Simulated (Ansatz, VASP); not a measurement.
Si in VASP and in Ansatz

The input INCAR:

```
ALGO     = Normal         # electronic algorithm
EDIFF    = 1E-7           # SCF threshold, eV
ENCUT    = 520            # plane-wave cutoff, eV
GGA      = PS             # functional
ISIF     = 2              # what is computed and relaxed
ISMEAR   = -1             # smearing method
LASPH    = T              # aspherical terms in the spheres
LCHARG   = F              # write CHGCAR
LREAL    = F              # projectors in reciprocal space
LWAVE    = F              # write WAVECAR
NBANDS   = 16             # bands
NELM     = 80             # most SCF steps
PREC     = Accurate       # precision mode
SIGMA    = 0.02           # smearing width, eV
```

The input KPOINTS:

```
k-points
0
Gamma
  8 8 6
```

The input POSCAR:

```
Si
1.0
    2.7165779569      2.7165779569      0.0000000000
   -2.7165779569      2.7165779569      0.0000000000
    0.0000000000      0.0000000000      5.4331559138
Si
4
Direct
    0.2500000000      0.5000000000      0.3750000000
    0.7500000000      0.0000000000      0.8750000000
    0.2500000000      0.0000000000      0.1250000000
    0.7500000000      0.5000000000      0.6250000000
```

Input for Ansatz:

```yaml
crystal:
  lattice:
    - [2.7165779569, 2.7165779569, 0.0]
    - [-2.7165779569, 2.7165779569, 0.0]
    - [0.0, 0.0, 5.4331559138]
  atoms:
    - { symbol: Si, position: [0.25, 0.5, 0.375] }
    - { symbol: Si, position: [0.75, 0.0, 0.875] }
    - { symbol: Si, position: [0.25, 0.0, 0.125] }
    - { symbol: Si, position: [0.75, 0.5, 0.625] }
kpoints:
  mp_grid: { grid: [8, 8, 6] }
scf:
  occupations: { method: fermi_dirac, width: 0.02 }
hamiltonian:
  xc: pbesol
  pseudopotentials: { kind: all_electron, lapw: { basis_error: 0.001 } }
output:
  forces: true
  stress: true
  eigenvalues: true
```

Alike in both runs: task single point; functional PBEsol; k mesh 8 × 8 × 6; occupations fermi-dirac, width 0.02 eV; no spin polarisation.

```csv
,VASP,Ansatz
version,VASP 6.6.1,Ansatz 0.2.0
potentials or method,"VASP PAW PBE potentials, release 64 (Si)","all-electron LAPW, scalar-relativistic"
plane-wave cutoff (eV),520,see its input
```

```tsv
	VASP	Ansatz	Ansatz less VASP
pressure (GPa)	0.1	0.0	-0.15
```

Ansatz ran all-electron here, so the differences hold the error of VASP's frozen core and of both bases.

Caveats: the PAW data sets were made with another functional, which shifts forces and pressure a little (VASP).
